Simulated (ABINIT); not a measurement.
## AlAs (F-43m): G0W0 in ABINIT against the bands in the screening

Aim: move the bands in the screening of a G0W0 run on AlAs (F-43m) over a wide range.

Main program and level: ABINIT 10.8.3; PBE and many-body steps on it, plane waves.

Most raw output is cut from this account.

**1. The structure**

Symmetry: F-43m, No. 216, cubic system. The conventional cell has a = 5.661 Å, b = 5.661 Å, c = 5.661 Å, α = 90.00°, β = 90.00°, γ = 90.00°. Nearest to Al lie 4 As at 2.45 Å. Nearest to As lie 4 Al at 2.45 Å. Farther neighbours are not listed.

The cell and positions come from the Crystallography Open Database and are kept as given unless a step says otherwise.

**2. Screening, 4×4×4 mesh, 17 bands, screening to 163.3 eV**

This step: ABINIT 10.8.3; RPA screening on PBE, plane waves, norm-conserving pseudopotentials.

The RPA dielectric matrix is built and inverted for each q.

Contents of run.abi:

```
acell 3*1.0 Angstrom
rprim 
  -0.000000000000 2.830400000000 2.830400000000
  2.830400000000 0.000000000000 2.830400000000
  2.830400000000 2.830400000000 0.000000000000
ntypat 2
znucl 13 33
natom 2
typat 1 2
xred 
  0.000000000000 0.000000000000 0.000000000000
  0.250000000000 0.250000000000 0.250000000000
pp_dirpath "pseudos"
pseudos "Al.upf, As.upf"
ecut 38
ngkpt 4 4 4
nshiftk 1
shiftk 0 0 0
kptopt 1
chksymbreak 0
istwfk *1
occopt 1
irdwfk 1
optdriver 3
nband 17
ecuteps 6
inclvkb 2
awtr 1
symchi 1
indata_prefix "in"
outdata_prefix "out"
tmpdata_prefix "tmp"
```

Command:

```sh
> OMP_NUM_THREADS=1 mpirun -n 8 abinit run.abi > log
```

The job ended after 2.2 s (8 MPI ranks of AMD EPYC 9R45, shared host; peak memory 0.13 GiB).

This step gave:

```yaml
eps_infinity_with_local_fields_on_this_mesh_along_the_program_s_q_direction: 14.10
the_same_without_local_fields: 15.95
plasma_frequency: 23.39 eV
plane_waves_in_the_screening_matrix: 181
```

Local fields lower ε∞ by 12 %. On a Γ-centred mesh this coarse the value itself is usually too large, while a short band sum pulls it down.

**3. 17 bands**

This step: G0W0 on PBE, plane waves, norm-conserving pseudopotentials.

Edit run.abi of step 2 so:

```diff
@@ -23,8 +23,17 @@
 irdwfk 1
-optdriver 3
-nband 17
+optdriver 4
+nband 82
+gwcalctyp 0
+ecutsigx 38
+symsigma 1
+nkptgw 2
+kptgw 
+  0.0000000000 0.0000000000 0.0000000000
+  0.5000000000 0.5000000000 0.0000000000
+bdgw 
+  7 13
+  8 11
 ecuteps 6
-inclvkb 2
-awtr 1
-symchi 1
+irdscr 1
+ppmodel 1
 indata_prefix "in"
```

The job ended after 3.2 s (8 MPI ranks; peak memory 1.3 GiB; 24 s of CPU time).

This step gave:

```yaml
g0w0_gap_on_the_points_computed: 2.474 eV
starting_gap_on_the_mesh: 1.436 eV
k_of_the_valence_top: 0, 0, 0
k_of_the_conduction_bottom: 0.5, 0.5, 0
z_at_the_valence_top: 0.786
z_at_the_conduction_bottom: 0.803
least_direct_g0w0_gap_on_the_computed_points: 3.162 eV
```

**4. Screening, 4×4×4 mesh, 25 bands, screening to 163.3 eV**

This step: RPA screening on PBE, plane waves, norm-conserving pseudopotentials.

Edit run.abi of step 3 so:

```diff
@@ -23,17 +23,8 @@
 irdwfk 1
-optdriver 4
-nband 82
-gwcalctyp 0
-ecutsigx 38
-symsigma 1
-nkptgw 2
-kptgw 
-  0.0000000000 0.0000000000 0.0000000000
-  0.5000000000 0.5000000000 0.0000000000
-bdgw 
-  7 13
-  8 11
+optdriver 3
+nband 25
 ecuteps 6
-irdscr 1
-ppmodel 1
+inclvkb 2
+awtr 1
+symchi 1
 indata_prefix "in"
```

The job ended after 2.5 s (8 MPI ranks; peak memory 0.14 GiB; 18 s of CPU time).

Numbers from this step:

```yaml
eps_infinity_with_local_fields_on_this_mesh_along_the_program_s_q_direction: 14.17
the_same_without_local_fields: 15.98
plasma_frequency: 23.39 eV
plane_waves_in_the_screening_matrix: 181
```

**5. 25 bands**

The self-energy is evaluated for the states that the input lists, and the levels follow from it, in one-shot runs by the linearised quasiparticle equation.

This step: G0W0 on PBE, plane waves, norm-conserving pseudopotentials.

Edit run.abi of step 4 so:

```diff
@@ -23,8 +23,17 @@
 irdwfk 1
-optdriver 3
-nband 25
+optdriver 4
+nband 82
+gwcalctyp 0
+ecutsigx 38
+symsigma 1
+nkptgw 2
+kptgw 
+  0.0000000000 0.0000000000 0.0000000000
+  0.5000000000 0.5000000000 0.0000000000
+bdgw 
+  7 13
+  8 11
 ecuteps 6
-inclvkb 2
-awtr 1
-symchi 1
+irdscr 1
+ppmodel 1
 indata_prefix "in"
```

It took 3.2 s on 8 MPI ranks; peak memory 1.3 GiB; 24 s of CPU time.

Numbers from this step:

* G0W0 gap on the points computed: 2.406 eV
* starting gap on the mesh: 1.436 eV
* k of the valence top: 0, 0, 0
* k of the conduction bottom: 0.5, 0.5, 0
* Z at the valence top: 0.785
* Z at the conduction bottom: 0.802
* least direct G0W0 gap on the computed points: 3.089 eV

The gap on the mesh goes from 1.44 eV to 2.41 eV, a correction of +0.97 eV.

**6. Screening, 4×4×4 mesh, 82 bands, screening to 163.3 eV**

This step: RPA screening on PBE, plane waves, norm-conserving pseudopotentials.

Edit run.abi of step 5 so:

```diff
@@ -23,17 +23,8 @@
 irdwfk 1
-optdriver 4
+optdriver 3
 nband 82
-gwcalctyp 0
-ecutsigx 38
-symsigma 1
-nkptgw 2
-kptgw 
-  0.0000000000 0.0000000000 0.0000000000
-  0.5000000000 0.5000000000 0.0000000000
-bdgw 
-  7 13
-  8 11
 ecuteps 6
-irdscr 1
-ppmodel 1
+inclvkb 2
+awtr 1
+symchi 1
 indata_prefix "in"
```

Wall time 5.2 s (8 MPI ranks); peak memory 1.3 GiB.

Numbers from this step:

```
ε∞ with local fields, on this mesh, along the program's q direction : 14.25
the same without local fields                                       : 16.00
plasma frequency                                                    : 23.39 eV
plane waves in the screening matrix                                 : 181
```

**7. 82 bands**

This step: G0W0 on PBE, plane waves, norm-conserving pseudopotentials.

Edit run.abi of step 6 so:

```diff
@@ -23,8 +23,17 @@
 irdwfk 1
-optdriver 3
+optdriver 4
 nband 82
+gwcalctyp 0
+ecutsigx 38
+symsigma 1
+nkptgw 2
+kptgw 
+  0.0000000000 0.0000000000 0.0000000000
+  0.5000000000 0.5000000000 0.0000000000
+bdgw 
+  7 13
+  8 11
 ecuteps 6
-inclvkb 2
-awtr 1
-symchi 1
+irdscr 1
+ppmodel 1
 indata_prefix "in"
```

Run time: 3.3 s. Hardware: 8 MPI ranks; peak memory 1.3 GiB.

Numbers from this step:

| Item | Value |
| --- | --- |
| G0W0 gap on the points computed | 2.404 eV |
| starting gap on the mesh | 1.436 eV |
| k of the valence top | 0, 0, 0 |
| k of the conduction bottom | 0.5, 0.5, 0 |
| least direct G0W0 gap on the computed points | 3.079 eV |

Against the run before, the gap moves by −0.002 eV.

**8. Screening, 4×4×4 mesh, 179 bands, screening to 163.3 eV**

This step: RPA screening on PBE, plane waves, norm-conserving pseudopotentials.

Edit run.abi of step 7 so:

```diff
@@ -23,17 +23,8 @@
 irdwfk 1
-optdriver 4
-nband 82
-gwcalctyp 0
-ecutsigx 38
-symsigma 1
-nkptgw 2
-kptgw 
-  0.0000000000 0.0000000000 0.0000000000
-  0.5000000000 0.5000000000 0.0000000000
-bdgw 
-  7 13
-  8 11
+optdriver 3
+nband 179
 ecuteps 6
-irdscr 1
-ppmodel 1
+inclvkb 2
+awtr 1
+symchi 1
 indata_prefix "in"
```

Run time: 8.9 s. Hardware: 8 MPI ranks; peak memory 1.7 GiB.

Numbers from this step:

```yaml
eps_infinity_with_local_fields_on_this_mesh_along_the_program_s_q_direction: 14.28
the_same_without_local_fields: 16.02
plasma_frequency: 23.39 eV
plane_waves_in_the_screening_matrix: 181
```

**9. 179 bands**

This step: G0W0 on PBE, plane waves, norm-conserving pseudopotentials.

Edit run.abi of step 8 so:

```diff
@@ -23,8 +23,17 @@
 irdwfk 1
-optdriver 3
-nband 179
+optdriver 4
+nband 82
+gwcalctyp 0
+ecutsigx 38
+symsigma 1
+nkptgw 2
+kptgw 
+  0.0000000000 0.0000000000 0.0000000000
+  0.5000000000 0.5000000000 0.0000000000
+bdgw 
+  7 13
+  8 11
 ecuteps 6
-inclvkb 2
-awtr 1
-symchi 1
+irdscr 1
+ppmodel 1
 indata_prefix "in"
```

The job ended after 3.2 s (8 MPI ranks; peak memory 1.3 GiB; 24 s of CPU time).

This step gave:

* G0W0 gap on the points computed: 2.426 eV
* starting gap on the mesh: 1.436 eV
* k of the valence top: 0, 0, 0
* k of the conduction bottom: 0.5, 0.5, 0
* least direct G0W0 gap on the computed points: 3.083 eV

Against the run before, the gap moves by +0.022 eV.

**10. Side by side**

Times are wall times on 8 MPI ranks of AMD EPYC 9R45, shared host, good to a factor of about two. A run's time includes the screening step that it read.

| run | mesh | bands | screening cutoff (eV) | DFT gap (eV) | gap on the mesh (eV) | direct (eV) | ε∞ used | time |
| --- | --- | --- | --- | --- | --- | --- | --- | --- |
| 17 bands | 4×4×4 | 82 | 163.3 | 1.436 | 2.474 | 3.162 | 14.10 | 5.4 s |
| 25 bands | 4×4×4 | 82 | 163.3 | 1.436 | 2.406 | 3.089 | 14.17 | 5.7 s |
| 82 bands | 4×4×4 | 82 | 163.3 | 1.436 | 2.404 | 3.079 | 14.25 | 8.6 s |
| 179 bands | 4×4×4 | 82 | 163.3 | 1.436 | 2.426 | 3.083 | 14.28 | 12 s |

**11. Summary of results**

```json
{
 "17 bands": "2.474 eV",
 "25 bands": "2.406 eV",
 "82 bands": "2.404 eV",
 "179 bands": "2.426 eV",
 "known limits": "not at the basis limit; exchange with frozen shells missing; no spin-orbit coupling; coarse k mesh"
}
```

What this shows: The setting moved: bands in the screening. From 17 bands to 179 bands the gap moves by −0.05 eV, for 2.2 times the time, not steadily: it passes through 2.40 eV. The last step still moves it by +0.022 eV. Bands and screening cutoff are coupled, so a series along one setting does not show full convergence. Bands and cutoff are finite, so the gap is not at the basis limit. The miss can reach some tenths of an eV and take either sign; the mesh is an error of its own. In the G0W0 runs levels were corrected at 2 k points alone, so a gap called «on the mesh» is the least over those, and an edge elsewhere would be missed. The 4×4×4 mesh is coarse for this cell, which bears on the long-range parts of exchange and screening. The norm-conserving file of at least one element keeps a d shell over frozen s and p shells of the same row. Exchange with those shells is missing from the self-energy, an error of 0.3 to 0.9 eV in cases checked, whose sign depends on which edge lies on those atoms. The many-body steps are scalar-relativistic: spin-orbit coupling is not in them.

[Paths, hosts, dates, memory and timing lines, banners, echoed tables and standing remarks are left out of the program output.]

[Logs are printed without paths, hosts, clocks, repeated set-up lines and the standing remarks that a program may print on its own settings, such as how far it seeks lower states.]

[Runs of the session that timed out or met a known fault of the program may be left out.]

[Hosts, paths, dates, database ids (printed as entryN), source tags and the programs' standing remarks are cut or masked in the printed files.]

[G0W0 gaps are taken among the corrected bands and points alone; a level outside them can change the order at an edge.]

[Where Ansatz stands beside ABINIT at settings called matched, ABINIT's density can come from a denser mesh and the files from another edition; pairs whose starting gaps differed by over 0.03 eV were left out, so agreement reads better than it is.]
